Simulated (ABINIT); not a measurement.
# MoP (P-6m2) in ABINIT: further runs

One crystal, MoP, is run at these levels: rPW86PBE, LDA+U; tasks: real-space fields, band structure.

Program: ABINIT 10.8.3 (patched build). These are calculated values, not measurements. Logs are shortened: lines on timing, memory, paths and dates and some standing lists are left out, and cuts for length are marked. The log counts tension as positive stress, the text compression.

## (1) Starting point

The structure is hexagonal, space group P-6m2 (No. 187). Conventional cell: a = 3.223 Å, b = 3.223 Å, c = 3.191 Å, α = 90.00°, β = 90.00°, γ = 120.00°. Mo (site symmetry -6m2) has 6 P at 2.45 Å as nearest neighbours. P (site symmetry -6m2) is surrounded by 6 Mo at 2.45 Å.

## (2) Real-space fields, rPW86PBE, collinear spin, ferromagnetic start (volume scaled by 1.25)

Contents of run.abi:

```
# Pseudopotentials
pp_dirpath "./"
pseudos "Mo.GGA_PBE-JTH.xml, P.GGA_PBE-JTH.xml"

# Structure
acell 3.471871503 3.471871503 3.4374005479 Angstrom
rprim
     1.0000000000     0.0000000000     0.0000000000
    -0.5000000000     0.8660254038     0.0000000000
     0.0000000000     0.0000000000     1.0000000000
ntypat 2
znucl 42 15
natom 2
typat 1 2
xred
     0.0000000000     0.0000000000     0.0000000000
     0.3333333333     0.6666666667     0.5000000000
chkprim 0
chksymtnons 0
tolsym 1.0e-6

# Plane-wave basis
ecut 20.0
pawecutdg 40.0

# k points
kptopt 1
ngkpt 10 10 8
nshiftk 1
shiftk 0.0 0.0 0.0

# Exchange and correlation
ixc -144130

# Bands and occupations
nband 14
occopt 6
tsmear 0.1 eV

# Spin
nsppol 2
spinat
     0.0000000000     0.0000000000     1.0000000000
     0.0000000000     0.0000000000     0.0000000000

# SCF cycle
nstep 100
tolvrs 1.0e-9

# Output
iomode 3
prtwf 0
prteig 0
prtebands 0
enunit 2
prtden 1
prtvha 1
prtvclmb 1
prtpot 1
```

Potentials or basis: JTH PAW PBE v2.0.

Run with:

```bash
abinit run.abi > log 2>&1
```

run.abo:

```text
.Version 10.8.3 of ABINIT
 Symmetries : space group P-6 m 2 (#187); Bravais hP (primitive hexag.)
================================================================================
 Values of the parameters that define the memory need of the present run
     intxc =       0    ionmov =       0      iscf =      17    lmnmax =      18
     lnmax =       6     mgfft =      30  mpssoang =       3    mqgrid =    3001
     natom =       2  nloc_mem =       2    nspden =       2   nspinor =       1
    nsppol =       2      nsym =      12    n1xccc =       1    ntypat =       2
    occopt =       6   xclevel =       2
       mpw =        1057          nfft =       27000          nkpt =          70
 PAW method is used; the additional fine FFT grid is defined by:
   mgfftf=        40    nfftf =     64000
================================================================================
================================================================================

--------------------------------------------------------------------------------
------------- Echo of variables that govern the present computation ------------
--------------------------------------------------------------------------------
 -outvars: echo values of preprocessed input variables --------
            acell      6.5608862850E+00  6.5608862850E+00  6.4957456206E+00 Bohr
              amu      9.59400000E+01  3.09737620E+01
          chkprim           0
      chksymtnons           0
             ecut      2.00000000E+01 Hartree
           enunit           2
                       outvar_i_n : Printing only first  50 k-points.
              ixc     -144130
                       outvar_i_n : Printing only first  50 k-points.
         kptrlatt       10    0    0      0   10    0      0    0    8
          kptrlen      5.19659650E+01
            natom           2
            nband          14
            ngfft          30      30      30
          ngfftdg          40      40      40
             nkpt          70
           nspden           2
           nsppol           2
            nstep         100
             nsym          12
           ntypat           2
                       prtocc : prtvol=0, do not print more k-points.
                       1.000000  1.000000  1.000000  1.000000  1.000000  1.000000
                       1.000000  1.000000  1.000000  1.000000  0.000000  0.000000
                       0.000000  0.000000
                       1.000000  1.000000  1.000000  1.000000  1.000000  1.000000
                       1.000000  1.000000  1.000000  1.000000  0.000000  0.000000
                       0.000000  0.000000
                       1.000000  1.000000  1.000000  1.000000  1.000000  1.000000
                       1.000000  1.000000  1.000000  1.000000  0.000000  0.000000
                       0.000000  0.000000
                       1.000000  1.000000  1.000000  1.000000  1.000000  1.000000
                       1.000000  1.000000  1.000000  1.000000  0.000000  0.000000
                       0.000000  0.000000
                       1.000000  1.000000  1.000000  1.000000  1.000000  1.000000
                       1.000000  1.000000  1.000000  1.000000  0.000000  0.000000
                       0.000000  0.000000
                       1.000000  1.000000  1.000000  1.000000  1.000000  1.000000
                       1.000000  1.000000  1.000000  1.000000  0.000000  0.000000
[... 118 lines left out ...]
                       1.000000  1.000000  1.000000  1.000000  1.000000  1.000000
                       1.000000  1.000000  1.000000  0.000000  0.000000  0.000000
                       0.000000  0.000000
                       1.000000  1.000000  1.000000  1.000000  1.000000  1.000000
                       1.000000  1.000000  1.000000  0.000000  0.000000  0.000000
                       0.000000  0.000000
                       1.000000  1.000000  1.000000  1.000000  1.000000  1.000000
                       1.000000  1.000000  1.000000  0.000000  0.000000  0.000000
                       0.000000  0.000000
                       1.000000  1.000000  1.000000  1.000000  1.000000  1.000000
                       1.000000  1.000000  1.000000  0.000000  0.000000  0.000000
                       0.000000  0.000000
                       1.000000  1.000000  1.000000  1.000000  1.000000  1.000000
                       1.000000  1.000000  1.000000  0.000000  0.000000  0.000000
                       0.000000  0.000000
                       prtocc : prtvol=0, do not print more k-points.
           occopt           6
        pawecutdg      4.00000000E+01 Hartree
         pawxcdev           0
        prtebands           0
           prteig           0
           prtpot           1
         prtvclmb           1
           prtvha           1
            prtwf           0
            rprim      1.0000000000E+00  0.0000000000E+00  0.0000000000E+00
                      -5.0000000000E-01  8.6602540380E-01  0.0000000000E+00
                       0.0000000000E+00  0.0000000000E+00  1.0000000000E+00
          spgroup         187
           spinat      0.0000000000E+00  0.0000000000E+00  1.0000000000E+00
                       0.0000000000E+00  0.0000000000E+00  0.0000000000E+00
           tolsym      1.00000000E-06
           tolvrs      1.00000000E-09
           tsmear      3.67493222E-03 Hartree
            typat      1  2
           useylm           1
                       outvars : Printing only first  50 k-points.
           xangst      0.0000000000E+00  0.0000000000E+00  0.0000000000E+00
                      -2.9924441732E-16  2.0044859469E+00  1.7187002739E+00
            xcart      0.0000000000E+00  0.0000000000E+00  0.0000000000E+00
                      -5.6548999344E-16  3.7879294628E+00  3.2478728103E+00
             xred      0.0000000000E+00  0.0000000000E+00  0.0000000000E+00
                       3.3333333333E-01  6.6666666667E-01  5.0000000000E-01
            znucl       42.00000   15.00000

================================================================================

 chkinp: Checking input parameters for consistency.
[... 102 lines left out ...]
- [  0.00000000E+00,   6.76257715E-04,   0.00000000E+00, ]
- [  0.00000000E+00,   0.00000000E+00,   9.58377624E-04, ]
pressure_GPa:  -2.2663E+01
xred      :
- [  0.0000E+00,   0.0000E+00,   0.0000E+00, Mo]
- [  3.3333E-01,   6.6667E-01,   5.0000E-01,  P]
cartesian_forces: # hartree/bohr
- [  1.64163505E-28,   9.47798439E-29,  -0.00000000E+00, ]
- [ -1.64163505E-28,  -9.47798439E-29,  -0.00000000E+00, ]
force_length_stats: {min:   1.89559688E-28, max:   1.89559688E-28, mean:   1.89559688E-28, }
...

 Integrated electronic and magnetization densities in atomic spheres:
 ------------------------------------------------------------------------------------------------------------
 Radius=ratsph(iatom), smearing ratsm=  0.0000. Diff(up-dn)=approximate z local magnetic moment.
    Atom    Radius    up_density   dn_density  Total(up+dn)  Diff(up-dn)
    1 Mo   2.20740     5.576430     5.576434     11.152864    -0.000003
    2  P   1.60765     0.774229     0.774228      1.548457     0.000000
 ------------------------------------------------------------------------------------------------------------
  Sum:                 6.350659     6.350662     12.701321    -0.000003
 Total magnetization (from the atomic spheres):               -0.000003
 Total magnetization (exact up - dn):                         -0.000000

================================================================================

 ----iterations are completed or convergence reached----

 Mean square residual over all n,k,spin=   21.531E-08; max=  14.851E-05
 reduced coordinates (array xred) for    2 atoms
       0.000000000000      0.000000000000      0.000000000000
       0.333333333333      0.666666666667      0.500000000000
 rms dE/dt=  8.7941E-28; max dE/dt=  2.1541E-27; dE/dt below (all hartree)
    1       0.000000000000      0.000000000000      0.000000000000
    2       0.000000000000      0.000000000000      0.000000000000

 cartesian coordinates (angstrom) at end:
    1      0.00000000000000     0.00000000000000     0.00000000000000
    2     -0.00000000000000     2.00448594688486     1.71870027395000

 cartesian forces (hartree/bohr) at end:
    1      0.00000000000000     0.00000000000000    -0.00000000000000
    2     -0.00000000000000    -0.00000000000000    -0.00000000000000
 frms,max,avg= 1.0944234E-28 1.6416351E-28   0.000E+00  0.000E+00  0.000E+00 h/b

 cartesian forces (eV/Angstrom) at end:
    1      0.00000000000000     0.00000000000000    -0.00000000000000
    2     -0.00000000000000    -0.00000000000000    -0.00000000000000
 frms,max,avg= 5.6277512E-27 8.4416268E-27   0.000E+00  0.000E+00  0.000E+00 e/A
 length scales=  6.560886285014  6.560886285014  6.495745620576 bohr
              =  3.471871503000  3.471871503000  3.437400547900 angstroms
 Fermi (or HOMO) energy (hartree) =   0.36364   Average Vxc (hartree)=  -0.40301
 Magnetization (Bohr magneton)=  4.76260350E-07
 Total spin up =  9.49999976E+00   Total spin down =  9.50000024E+00
 Eigenvalues (hartree) for nkpt=  70  k points, SPIN UP:
 kpt#   1, nband= 14, wtk=  0.00125, kpt=  0.0000  0.0000  0.0000 (reduced coord)
  -1.89656   -0.94284   -0.93641   -0.93641   -0.09481    0.25612    0.26880    0.26880
   0.33285    0.36936    0.36936    0.47703    0.47703    0.52353
      occupation numbers for kpt#   1
   1.00000    1.00000    1.00000    1.00000    1.00000    1.00000    1.00000    1.00000
   1.00000   -0.02509   -0.02509    0.00000    0.00000    0.00000
 prteigrs : prtvol=0 or 1, do not print more k-points.

 Eigenvalues (hartree) for nkpt=  70  k points, SPIN DOWN:
 kpt#   1, nband= 14, wtk=  0.00125, kpt=  0.0000  0.0000  0.0000 (reduced coord)
  -1.89656   -0.94284   -0.93641   -0.93641   -0.09481    0.25612    0.26880    0.26880
   0.33285    0.36936    0.36936    0.47703    0.47703    0.52353
      occupation numbers for kpt#   1
   1.00000    1.00000    1.00000    1.00000    1.00000    1.00000    1.00000    1.00000
   1.00000   -0.02509   -0.02509    0.00000    0.00000    0.00000
 prteigrs : prtvol=0 or 1, do not print more k-points.

 Fermi (or HOMO) energy (eV) =   9.89518   Average Vxc (eV)= -10.96645
 Eigenvalues (   eV  ) for nkpt=  70  k points, SPIN UP:
 kpt#   1, nband= 14, wtk=  0.00125, kpt=  0.0000  0.0000  0.0000 (reduced coord)
 -51.60811  -25.65593  -25.48104  -25.48104   -2.57999    6.96935    7.31435    7.31435
   9.05726   10.05080   10.05080   12.98056   12.98056   14.24601
 prteigrs : prtvol=0 or 1, do not print more k-points.

 Eigenvalues (   eV  ) for nkpt=  70  k points, SPIN DOWN:
 kpt#   1, nband= 14, wtk=  0.00125, kpt=  0.0000  0.0000  0.0000 (reduced coord)
 -51.60812  -25.65594  -25.48105  -25.48105   -2.57999    6.96933    7.31435    7.31435
   9.05727   10.05080   10.05080   12.98056   12.98056   14.24603
 prteigrs : prtvol=0 or 1, do not print more k-points.

--- !EnergyTerms
iteration_state     : {dtset: 1, }
comment             : Components of total free energy in Hartree
kinetic             :  1.20446015285135E+01
hartree             :  1.56761187704897E+01
xc                  : -6.05937164669250E+00
Ewald energy        : -5.86778759530723E+01
psp_core            :  2.20885974212816E+00
local_psp           : -5.10748357960425E+01
PAW spherical_terms :  1.02708689931916E+01
internal            : -7.56116343614844E+01
'-kT*entropy'       :  4.14319283199107E-05
total_energy        : -7.56115929295561E+01
total_energy_eV     : -2.05749625988004E+03
...

--- !EnergyTermsDC
iteration_state     : {dtset: 1, }
comment             : '"Double-counting" decomposition of free energy'
band_energy         : -7.18824918362260E+00
Ewald energy        : -5.86778759530723E+01
psp_core            :  2.20885974212816E+00
xc_dc               : -1.44157187444027E+01
PAW spherical_terms :  2.46133685748315E+00
internal            : -7.56116472814862E+01
'-kT*entropy'       :  4.14319283199107E-05
total_energy_dc     : -7.56116058495579E+01
total_energy_dc_eV  : -2.05749661145120E+03
...

--- !EnergyTermsWithPAWCore
iteration_state     : {dtset: 1, }
comment             : 'Components of total free energy, including PAW core contributions'
Total energy        : -4.39311639072445E+03
Total energy DC     : -4.39311640364445E+03
Total energy (eV)   : -1.19542786931553E+05
Total energy DC (eV): -1.19542787283124E+05
...

 Cartesian components of stress tensor (hartree/bohr^3)
  sigma(1 1)=  6.76257715E-04  sigma(3 2)=  0.00000000E+00
  sigma(2 2)=  6.76257715E-04  sigma(3 1)=  0.00000000E+00
  sigma(3 3)=  9.58377624E-04  sigma(2 1)=  0.00000000E+00

-Cartesian components of stress tensor (GPa)         [Pressure= -2.2663E+01 GPa]
- sigma(1 1)=  1.98961889E+01  sigma(3 2)=  0.00000000E+00
- sigma(2 2)=  1.98961889E+01  sigma(3 1)=  0.00000000E+00
- sigma(3 3)=  2.81964432E+01  sigma(2 1)=  0.00000000E+00

== END DATASET(S) ==============================================================
================================================================================

 -outvars: echo values of variables after computation  --------
            acell      6.5608862850E+00  6.5608862850E+00  6.4957456206E+00 Bohr
           etotal     -7.5611605850E+01
            fcart      1.6416350512E-28  9.4779843872E-29 -0.0000000000E+00
                      -1.6416350512E-28 -9.4779843872E-29 -0.0000000000E+00
            rprim      1.0000000000E+00  0.0000000000E+00  0.0000000000E+00
                      -5.0000000000E-01  8.6602540380E-01  0.0000000000E+00
                       0.0000000000E+00  0.0000000000E+00  1.0000000000E+00
           strten      6.7625771518E-04  6.7625771483E-04  9.5837762449E-04
                       0.0000000000E+00  0.0000000000E+00  0.0000000000E+00
           xangst      0.0000000000E+00  0.0000000000E+00  0.0000000000E+00
                      -2.9924441732E-16  2.0044859469E+00  1.7187002739E+00
             xred      0.0000000000E+00  0.0000000000E+00  0.0000000000E+00
                       3.3333333333E-01  6.6666666667E-01  5.0000000000E-01
 Calculation completed.
```

Wall time 85 s (1 thread of Arm Neoverse V2, shared host); peak memory 0.19 GiB.

What came out:

- Free energy: -2057.4966 eV
- Pressure: -22.7 GPa
- Band gap on the k mesh: none (metal or under the smearing width)
- Net moment: 0.00 μB per cell
- Valence electrons inside the program's atomic spheres: Mo 11.15; P 1.55

Stress tensor (GPa, compression positive):
```
-19.90   0.00   0.00
  0.00 -19.90   0.00
  0.00   0.00 -28.20
```

Caveat: small starting moments can end in a higher magnetic state in this program; the PAW data sets were made with another functional, which shifts forces and pressure a little.

## (3) Band structure, LDA+U

Contents of run.abi:

```
# Datasets: ground state, then fixed potential
ndtset 2

# Pseudopotentials
pp_dirpath "./"
pseudos "Mo.LDA_PW-JTH.xml, P.LDA_PW-JTH.xml"

# Structure
acell 3*1.0 Angstrom
rprim
     3.2230000000     0.0000000000     0.0000000000
    -1.6115000000     2.7911998764     0.0000000000
     0.0000000000     0.0000000000     3.1910000000
ntypat 2
znucl 42 15
natom 2
typat 1 2
xred
     0.0000000000     0.0000000000     0.0000000000
     0.3333333333     0.6666666667     0.5000000000

# Plane-wave basis
ecut 20.0
pawecutdg 40.0

# Exchange and correlation
ixc 7

# Bands and occupations
occopt 5
tsmear 0.00183747

# DFT+U
usepawu 1
lpawu 2 -1
upawu 4.0 0.0 eV
jpawu 0.5 0.0 eV
dmatpuopt 2
usedmatpu 5
dmatpawu
    0.66676   0.17434   0.10948   0.32800   0.26875
    0.17434   0.07520   0.15829   0.11332  -0.03539
    0.10948   0.15829   0.58573   0.17450  -0.41852
    0.32800   0.11332   0.17450   0.18699   0.03390
    0.26875  -0.03539  -0.41852   0.03390   0.48533

# Spin
nsym 1

# SCF cycle
nstep 100
nnsclo 2

# Output
iomode 3
prtwf 0
prteig 0
prtebands 0
enunit 2
prtden1 1

# Dataset 1
kptopt1 2
ngkpt1 8 8 7
nshiftk1 1
shiftk1 0.0 0.0 0.0
nband1 14
tolvrs1 1.0e-7

# Dataset 2: bands along G-M-K-G-A-L-H-A
iscf2 -2
getden2 1
nband2 18
nbdbuf2 2
tolwfr2 1.0e-12
kptopt2 -7
ndivsm2 8
prteig2 1
kptbounds2
     0.0000000000     0.0000000000     0.0000000000
     0.5000000000     0.0000000000     0.0000000000
     0.3333333333     0.3333333333     0.0000000000
     0.0000000000     0.0000000000     0.0000000000
     0.0000000000     0.0000000000     0.5000000000
     0.5000000000     0.0000000000     0.5000000000
     0.3333333333     0.3333333333     0.5000000000
     0.0000000000     0.0000000000     0.5000000000
```

Potentials or basis: JTH PAW LDA v2.0.

Run with:

```bash
abinit run.abi > log 2>&1
```

Run time: 3.5 min. Hardware: 1 thread of Arm Neoverse V2, shared host; peak memory 0.16 GiB.

The run converged. Its results:

```
Free energy                                           : -2059.4554 eV
Pressure                                              : -4.2 GPa
Band gap on the k mesh                                : none (metal or under the smearing width)
Valence electrons inside the program's atomic spheres : Mo 11.29; P 1.61
```

Stress tensor (GPa, compression positive):
```
-4.57  0.00  0.00
 0.00 -4.57  0.00
 0.00  0.00 -3.53
```

Levels at points of the mesh, in eV from the Fermi level:
| k point | band 6 | band 7 | band 8 | band 9 | band 10 | band 11 | band 12 | band 13 | band 14 |
| --- | --- | --- | --- | --- | --- | --- | --- | --- | --- |
| (0.00, 0.00, 0.00) | -4.20 | -3.41 | -3.41 | -0.96 | 0.13 | 0.13 | 3.95 | 3.95 | 5.24 |
| (0.50, 0.00, 0.00) | -7.47 | -4.11 | -3.81 | -1.47 | -0.57 | 1.68 | 2.38 | 4.42 | 5.81 |
| (0.00, 0.50, 0.00) | -7.47 | -4.11 | -3.81 | -1.47 | -0.57 | 1.68 | 2.38 | 4.42 | 5.81 |
| (0.50, 0.50, 0.00) | -7.47 | -4.11 | -3.81 | -1.47 | -0.57 | 1.68 | 2.38 | 4.42 | 5.81 |

Caveat: the fixed-potential step kept the typed occupation matrix instead of the converged one, so its bands and densities of states are wrong and aren't listed; U without spin polarisation on a metal has little footing; the U is typed as a test and isn't derived for this compound.

## (4) For comparison

An earlier run on the cell as given: functional PBE; potentials or basis JTH PAW PBE v2.0; cutoff 544 eV; k mesh 10 × 10 × 8; occupations fermi-dirac, width 0.05 eV; no spin polarisation.

- Pressure: 2.8 GPa
- Band gap on the k mesh: none (metal or under the smearing width)
- Valence electrons inside the program's atomic spheres: Mo 11.34; P 1.59

## (5) The runs side by side

| task | level | potentials or basis | spin | U | cell | k mesh | smearing | start of the occupation matrix | double counting (usepawu) | occupation projector (dmatpuopt) | SCF steps with the typed occupation matrix (usedmatpu) | most SCF steps | gap on the mesh (eV) | pressure (GPa) |
| --- | --- | --- | --- | --- | --- | --- | --- | --- | --- | --- | --- | --- | --- | --- |
| real-space fields | rPW86PBE | JTH PAW PBE v2.0 | collinear, ferromagnetic start | - | volume scaled by 1.25 | 10 × 10 × 8 | methfessel-paxton 0.1 eV | - | - | - | - | - | none | -22.7 |
| band structure | LDA+U | JTH PAW LDA v2.0 | off | Mo d U = 4 eV, J = 0.5 eV | as given | 8 × 8 × 7 | cold-b (ABINIT) 0.05 eV | random | 1 | 2 | 5 | 100 | none | -4.2 |
| single point | PBE | JTH PAW PBE v2.0 | off | - | as given | 10 × 10 × 8 | fermi-dirac 0.05 eV | - | - | - | - | - | none | 2.8 |

Alike in all rows: cutoff (eV) 544.

Caveats: small starting moments can end in a higher magnetic state in this program (some runs); the PAW data sets were made with another functional, which shifts forces and pressure a little (some runs); the fixed-potential step kept the typed occupation matrix instead of the converged one, so its bands and densities of states are wrong and aren't listed (some runs); U without spin polarisation on a metal has little footing (some runs); the U is typed as a test and isn't derived for this compound (some runs).

Total energies depend on the potentials used, so only differences within one code and one set of settings carry meaning.
